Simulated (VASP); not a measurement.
# BN (Fmm2) in VASP: notebook

Runs on BN. Level: PBE. Tasks: single point.

Everything below comes from runs of VASP 6.6.1. Logs are shortened: lines on timing, memory, paths and dates and some standing lists are left out, and cuts for length are marked.

## (1) Starting point

Symmetry: Fmm2, No. 42, orthorhombic system. The conventional cell has a = 2.503 Å, b = 6.991 Å, c = 4.332 Å, α = 90.00°, β = 90.00°, γ = 90.00°. N (site symmetry mm2) has 3 B at 1.44 Å as nearest neighbours. B (site symmetry mm2) is surrounded by 3 N at 1.44 Å.

Measurements of this composition are mostly on another form, of space group No. 194.

## (2) Single point, PBE

File INCAR:

```
PREC = Accurate
ENCUT = 340
EDIFF = 1E-7
ISMEAR = 0
SIGMA = 0.05
LREAL = False
LASPH = True
NELM = 100
ALGO = Normal
ISIF = 2
LWAVE = False
LCHARG = False
GGA = PE
ADDGRID = False
```

File KPOINTS:

```
regular mesh
0
Gamma
  3 3 3
```

File POSCAR:

```
BN
1.0
    0.0000000000      3.4953158300      2.1660912400
    1.2516321000      0.0000000000      2.1660912400
    1.2516321000      3.4953158300      0.0000000000
N B
1 1
Direct
    0.6643870000      0.6373240000      0.3259630000
   -0.0156690000     -0.0240960000      1.0349220000
```

Potentials or basis: VASP PAW PBE potentials, release 64 (N_s, B_s).

Started as:

```bash
$ cat potpaw_PBE.64/N_s/POTCAR potpaw_PBE.64/B_s/POTCAR > POTCAR
$ mpirun -np 1 vasp_std > vasp.out
```

OUTCAR:

```text
PREC = Accurate
   ENCUT = 340
   EDIFF = 1E-7
   ISMEAR = 0
   LREAL = False
   LASPH = True
   NELM = 100
   ISIF = 2
   GGA = PE

 Found     14 irreducible k-points:

 Following reciprocal coordinates:
            Coordinates               Weight
  0.000000  0.000000  0.000000      1.000000
  0.333333  0.000000  0.000000      2.000000
 -0.333333 -0.333333 -0.333333      2.000000
  0.000000  0.333333 -0.000000      2.000000
  0.000000  0.000000  0.333333      2.000000
  0.333333  0.333333  0.000000      2.000000
   k-points           NKPTS =     14   k-points in BZ     NKDIM =     14   number of bands    NBANDS=      8
   number of dos      NEDOS =    301   number of ions     NIONS =      2
   total plane-waves  NPLWV =  10752
   dimension x,y,z NGX =    28 NGY =   16 NGZ =   24
   dimension x,y,z NGXF=    56 NGYF=   32 NGZF=   48
   ions per type =               1   1
   NGX,Y,Z   is equivalent  to a cutoff of  11.32, 10.63, 10.75 a.u.
   NGXF,Y,Z  is equivalent  to a cutoff of  22.64, 21.26, 21.49 a.u.
 SYSTEM =  unknown system
   PREC   = accura    normal or accurate (medium, high low for compatibility)
   ISTART =      0    job   : 0-new  1-cont  2-samecut
   ICHARG =      2    charge: 1-file 2-atom 10-const
   ISPIN  =      1    spin polarized calculation?
   LNONCOLLINEAR =      F non collinear calculations
   LSORBIT =      F    spin-orbit coupling
   LASPH  =      T    aspherical Exc in radial PAW
   ENCUT  =  340.0 eV  24.99 Ry    5.00 a.u.   6.18  3.76  5.58*2*pi/ulx,y,z
   NELM   =    100;   NELMIN=  2; NELMDL= -5     # of ELM steps
   EDIFF  = 0.1E-06   stopping-criterion for ELM
   LREAL  =      F    real-space projection
   EDIFFG = 0.1E-05   stopping-criterion for IOM
   NSW    =      0    number of steps for IOM
   IBRION =     -1    ionic relax: 0-MD 1-quasi-New 2-CG
   NFREE  =      0    steps in history (QN), initial steepest desc. (CG)
   ISIF   =      2    stress and relaxation
   ISYM   =      2    0-nonsym 1-usesym 2-fastsym
   POTIM  = 0.5000    time-step for ionic-motion
   TEBEG  =    0.0;   TEEND  =   0.0 temperature during run
   PSTRESS=    0.0 pullay stress
   NELECT =       8.0000    total number of electrons
   NUPDOWN=      -1.0000    fix difference up-down
   EMIN   =  10.00;   EMAX   =-10.00  energy-range for DOS
   EFERMI =   0.00;   METHOD = LEGACY
   ISMEAR =     0;   SIGMA  =   0.05  broadening in eV -4-tet -1-fermi 0-gaus
   EFERMI_NEDOS =   21; number of points for ismear=-14 and -15
   IALGO  =     38    algorithm
   IMIX   =      4    mixing-type and parameters
     AMIX     =   0.40;   BMIX     =  1.00
     AMIX_MAG =   1.60;   BMIX_MAG =  1.00
  volume/ion in A,a.u.               =       9.48        63.95
  Fermi-wavevector in a.u.,A,eV,Ry     =   1.228047  2.320672 20.518928  1.508099
  Thomas-Fermi vector in A             =   2.362987
   LORBIT       =      0    0 simple, 1 ext, 2 COOP (PROOUT), +10 PAW based schemes
   GGA     = PE    functional components
   LHFCALC =     F    Hartree Fock is set to
   AEXX    =    0.0000 exact exchange contribution
   IVDW    =     0    specifies the selected vdW correction
   LEPSILON=     F    determine dielectric tensor
   LRPA    =     F    only Hartree local field effects (RPA)
 non-spin polarized calculation
 Gauss-broadening in eV      SIGMA  =   0.05
  energy-cutoff  :      340.00
  volume of cell :       18.95
 maximum number of plane-waves:       281
 NGX is ok and might be reduce to    28
   NGX = 13   NGY =  7   NGZ = 11

 number of electron       8.0000000 magnetization

 Free energy of the ion-electron system (eV)
  ---------------------------------------------------
  ext. energy  EPLUGINS =         0.00000000
  ---------------------------------------------------
  free energy    TOTEN  =       -17.28940504 eV

  energy without entropy =      -17.28940504  energy(sigma->0) =      -17.28940504

 E-fermi :   3.4224     XC(G=0):  -9.7066

 val. band max:        3.1253137955   @ k =   0.3333   0.3333  -0.3333
 cond. band min:       7.4227042413   @ k =   0.0000   0.3333   0.3333
 fundamental gap:      4.2973904458
 Fermi energy:         3.4223815270

 k-point     1 :       0.0000    0.0000    0.0000
  band No.  band energies     occupation
      1     -14.6765      2.00000
      2      -1.2815      2.00000
      3       1.1386      2.00000
      4       2.5753      2.00000
      5       7.8455      0.00000
      6      13.7794      0.00000
      7      15.6781      0.00000
      8      16.2521      0.00000

 k-point     2 :       0.3333    0.0000    0.0000
  band No.  band energies     occupation
      1     -12.6160      2.00000
      2      -3.5197      2.00000
      3      -0.8340      2.00000
      4       0.6893      2.00000
      5      10.3145      0.00000
      6      12.1053      0.00000
      7      14.4978      0.00000
      8      20.6909      0.00000

 k-point     3 :      -0.3333   -0.3333   -0.3333
  band No.  band energies     occupation
      1     -12.6921      2.00000
      2      -3.9309      2.00000
      3      -0.0913      2.00000
      4       0.8445      2.00000
      5       9.8163      0.00000
      6      12.1033      0.00000
      7      14.6075      0.00000
      8      20.9659      0.00000

 k-point     4 :       0.0000    0.3333   -0.0000
  band No.  band energies     occupation
      1     -12.6919      2.00000
      2      -3.9359      2.00000
      3      -0.0924      2.00000
      4       0.8763      2.00000
      5       9.5139      0.00000
      6      12.4528      0.00000
      7      14.5795      0.00000
      8      20.9601      0.00000

 k-point     5 :       0.0000    0.0000    0.3333
  band No.  band energies     occupation
      1     -12.6156      2.00000
      2      -3.5278      2.00000
      3      -0.8337      2.00000
      4       0.7335      2.00000
      5       9.7981      0.00000
      6      12.6208      0.00000
      7      14.5229      0.00000
      8      20.7604      0.00000

 k-point     6 :       0.3333    0.3333    0.0000
  band No.  band energies     occupation
      1     -12.7100      2.00000
      2      -3.9331      2.00000
      3      -0.2103      2.00000
      4       1.2233      2.00000
      5      10.2277      0.00000
      6      11.7683      0.00000
      7      14.2922      0.00000
      8      19.6891      0.00000

 [... further k-points ...]
[... 5 lines left out ...]
  --------------------------------------------------------------------------------------
  -------------------------------------------------------------------------------------
  Total        0.7392161      0.0338960      1.0510501     -0.2423823      0.0361615      0.7252217
  in kB       62.4902348      2.8654290     88.8513731    -20.4899825      3.0569390     61.3072050
  external PRESSURE =      51.4023456 kB  Pullay stress =       0.0000000 kB

 VOLUME and BASIS-vectors are now :
 -----------------------------------------------------------------------------
  energy-cutoff  :      340.00
  volume of cell :       18.95
      direct lattice vectors                 reciprocal lattice vectors
     0.000000000  3.495315830  2.166091240    -0.399478409  0.143048590  0.230830535
     1.251632100  0.000000000  2.166091240     0.399478409 -0.143048590  0.230830535
     1.251632100  3.495315830  0.000000000     0.399478409  0.143048590 -0.230830535

 POSITION                                       TOTAL-FORCE (eV/Angst)
 -----------------------------------------------------------------------------------
      1.20568      3.46159      2.81962         2.416833      1.297222     -0.554242
      1.26518      3.56261      4.24605        -2.416833     -1.297222      0.554242
 -----------------------------------------------------------------------------------
    total drift:                                0.000038     -0.000079     -0.000002

  FREE ENERGIE OF THE ION-ELECTRON SYSTEM (eV)
  ---------------------------------------------------
  free  energy   TOTEN  =       -17.2894050410 eV

  energy  without entropy=      -17.2894050410  energy(sigma->0) =      -17.28940504
```

It took 1.8 s on 1 thread of Intel Xeon 6975P-C (Granite Rapids), shared host; peak memory 0.12 GiB.

The run converged, but some of its settings lie outside the range that counts as converged, so its numbers aren't taken as properties of the crystal.

Results:

| Property | Result |
| --- | --- |
| Free energy | -17.2894 eV |
| Pressure | 5.1 GPa |
| Largest force | 2.798 eV/Å |
| Band gap on the k mesh | 4.30 eV, indirect (least direct gap 4.49 eV) |

Caveat: the k mesh is coarse (spacing up to 1.01 Å⁻¹), so the values aren't converged; the cutoff is under 1.25 times the usual one of these potentials, so pressure, stress and relaxed cells hold a basis-set (Pulay) error; an odd mesh through Γ misses points on the zone boundary, where band edges often lie.

## (3) Single point, PBE

INCAR, as its differences from that of step 2:

```diff
@@ -1,3 +1,3 @@
 PREC = Accurate
-ENCUT = 340
+ENCUT = 400
 EDIFF = 1E-7
```

KPOINTS is that of step 2.

File POSCAR:

```
BN
1.0
    0.0000000000      3.4953158300      2.1660912400
    1.2516321000      0.0000000000      2.1660912400
    1.2516321000      3.4953158300      0.0000000000
N B
1 1
Direct
    0.6666513400      0.6666513400      0.3333486600
    0.0000486500      0.0000486500      0.9999513500
```

Potentials or basis: VASP PAW PBE potentials, release 64 (N_s, B_s).

Started as:

```bash
$ cat potpaw_PBE.64/N_s/POTCAR potpaw_PBE.64/B_s/POTCAR > POTCAR
$ mpirun -np 1 vasp_std > vasp.out
```

Wall time 1.4 s (1 thread of Intel Xeon 6975P-C (Granite Rapids), shared host); peak memory 0.12 GiB.

These settings aren't checked as converged: the numbers below hold their error.

What came out:

* Free energy: -17.4452 eV
* Pressure: 4.0 GPa
* Largest force: 0.007 eV/Å
* Band gap on the k mesh: 4.31 eV, indirect (least direct gap 4.51 eV)

Caveat: the k mesh is coarse (spacing up to 1.01 Å⁻¹), so the values aren't converged; an odd mesh through Γ misses points on the zone boundary, where band edges often lie.

## (4) Single point, PBE

INCAR is that of step 3.

KPOINTS is that of step 3.

File POSCAR:

```
BN
1.0
    0.0000000000      3.4953158300      2.1660912400
    1.2516321000      0.0000000000      2.1660912400
    1.2516321000      3.4953158300      0.0000000000
N B
1 1
Direct
    0.6643870000      0.6373240000      0.3259630000
   -0.0156690000     -0.0240960000      1.0349220000
```

Started as:

```bash
$ cat potpaw_PBE.64/N_s/POTCAR potpaw_PBE.64/B_s/POTCAR > POTCAR
$ mpirun -np 1 vasp_std > vasp.out
```

Wall time 1.8 s (1 thread of Intel Xeon 6975P-C (Granite Rapids), shared host); peak memory 0.12 GiB.

These settings aren't checked as converged: the numbers below hold their error.

What came out:

* Free energy: -17.3001 eV
* Pressure: 4.8 GPa
* Largest force: 2.769 eV/Å
* Band gap on the k mesh: 4.30 eV, indirect (least direct gap 4.49 eV)

Caveat: the k mesh is coarse (spacing up to 1.01 Å⁻¹), so the values aren't converged; an odd mesh through Γ misses points on the zone boundary, where band edges often lie.

## (5) Single point, PBE

INCAR, as its differences from that of step 4:

```diff
@@ -1,3 +1,3 @@
 PREC = Accurate
-ENCUT = 400
+ENCUT = 460
 EDIFF = 1E-7
```

KPOINTS is that of step 4.

File POSCAR:

```
BN
1.0
    0.0000000000      3.4953158300      2.1660912400
    1.2516321000      0.0000000000      2.1660912400
    1.2516321000      3.4953158300      0.0000000000
N B
1 1
Direct
    0.6666513400      0.6666513400      0.3333486600
    0.0000486500      0.0000486500      0.9999513500
```

Potentials or basis: VASP PAW PBE potentials, release 64 (N_s, B_s).

Started as:

```bash
$ cat potpaw_PBE.64/N_s/POTCAR potpaw_PBE.64/B_s/POTCAR > POTCAR
$ mpirun -np 1 vasp_std > vasp.out
```

OUTCAR:

```text
PREC = Accurate
   ENCUT = 460
   EDIFF = 1E-7
   ISMEAR = 0
   LREAL = False
   LASPH = True
   NELM = 100
   ISIF = 2
   GGA = PE

 Found      8 irreducible k-points:

 Following reciprocal coordinates:
            Coordinates               Weight
  0.000000  0.000000  0.000000      1.000000
  0.333333  0.000000  0.000000      8.000000
  0.333333  0.333333  0.000000      2.000000
 -0.333333  0.333333  0.000000      4.000000
  0.333333  0.000000  0.333333      2.000000
 -0.333333  0.000000  0.333333      4.000000
   k-points           NKPTS =      8   k-points in BZ     NKDIM =      8   number of bands    NBANDS=      8
   number of dos      NEDOS =    301   number of ions     NIONS =      2
   total plane-waves  NPLWV =  15120
   dimension x,y,z NGX =    30 NGY =   18 NGZ =   28
   dimension x,y,z NGXF=    60 NGYF=   36 NGZF=   56
   ions per type =               1   1
   NGX,Y,Z   is equivalent  to a cutoff of  12.13, 11.96, 12.54 a.u.
   NGXF,Y,Z  is equivalent  to a cutoff of  24.26, 23.92, 25.08 a.u.
 SYSTEM =  unknown system
   PREC   = accura    normal or accurate (medium, high low for compatibility)
   ISTART =      0    job   : 0-new  1-cont  2-samecut
   ICHARG =      2    charge: 1-file 2-atom 10-const
   ISPIN  =      1    spin polarized calculation?
   LNONCOLLINEAR =      F non collinear calculations
   LSORBIT =      F    spin-orbit coupling
[... 55 lines left out ...]
 val. band max:        3.1613132999   @ k =  -0.3333   0.3333   0.0000
 cond. band min:       7.4695975440   @ k =   0.0000   0.3333   0.3333
 fundamental gap:      4.3082842441
 Fermi energy:         3.4147055102

 k-point     1 :       0.0000    0.0000    0.0000
  band No.  band energies     occupation
      1     -14.6934      2.00000
      2      -1.3056      2.00000
      3       1.7695      2.00000
      4       1.7765      2.00000
      5       8.0122      0.00000
      6      14.6827      0.00000
      7      14.7423      0.00000
      8      16.1634      0.00000
[... 45 lines left out ...]
 k-point     6 :      -0.3333    0.0000    0.3333
  band No.  band energies     occupation
      1     -12.5752      2.00000
      2      -3.8226      2.00000
      3      -0.4926      2.00000
      4      -0.1287      2.00000
      5      10.3507      0.00000
      6      13.4359      0.00000
      7      17.6999      0.00000
      8      18.6921      0.00000

 [... further k-points ...]
[... 5 lines left out ...]
  --------------------------------------------------------------------------------------
  -------------------------------------------------------------------------------------
  Total        0.6047397      0.2014494      0.5942958      0.0000000      0.0000000      0.0000000
  in kB       51.1221569     17.0296909     50.2392806      0.0000000      0.0000000      0.0000000
  external PRESSURE =      39.4637095 kB  Pullay stress =       0.0000000 kB

 VOLUME and BASIS-vectors are now :
 -----------------------------------------------------------------------------
  energy-cutoff  :      460.00
  volume of cell :       18.95
      direct lattice vectors                 reciprocal lattice vectors
     0.000000000  3.495315830  2.166091240    -0.399478409  0.143048590  0.230830535
     1.251632100  0.000000000  2.166091240     0.399478409 -0.143048590  0.230830535
     1.251632100  3.495315830  0.000000000     0.399478409  0.143048590 -0.230830535

 POSITION                                       TOTAL-FORCE (eV/Angst)
 -----------------------------------------------------------------------------------
      1.25163      3.49532      2.88806         0.000000      0.000000     -0.007387
      1.25163      3.49532      0.00021         0.000000      0.000000      0.007387
 -----------------------------------------------------------------------------------
    total drift:                               -0.000001     -0.000003     -0.000008

  FREE ENERGIE OF THE ION-ELECTRON SYSTEM (eV)
  ---------------------------------------------------
  free  energy   TOTEN  =       -17.4520776612 eV

  energy  without entropy=      -17.4520776612  energy(sigma->0) =      -17.45207766
```

stdout:

```text
POSCAR found type information on POSCAR N B
 POSCAR found :  2 types and       2 ions
 scaLAPACK will be used
 LDA part: xc-table for (Slater+PW92), standard interpolation
 POSCAR, INCAR and KPOINTS ok, starting setup
 FFT: planning ... GRIDC
 FFT: planning ... GRID_SOFT
 FFT: planning ... GRID
 WAVECAR not read
 entering main loop
```

Run time: 1.8 s. Hardware: 1 thread of Intel Xeon 6975P-C (Granite Rapids), shared host; peak memory 0.13 GiB.

The run converged, but some of its settings lie outside the range that counts as converged, so its numbers aren't taken as properties of the crystal.

Results:

| Item | Value |
| --- | --- |
| Free energy | -17.4521 eV |
| Pressure | 3.9 GPa |
| Largest force | 0.007 eV/Å |
| Band gap on the k mesh | 4.31 eV, indirect (least direct gap 4.51 eV) |

Caveat: the k mesh is coarse (spacing up to 1.01 Å⁻¹), so the values aren't converged; an odd mesh through Γ misses points on the zone boundary, where band edges often lie.

[end of part 1 of 2]
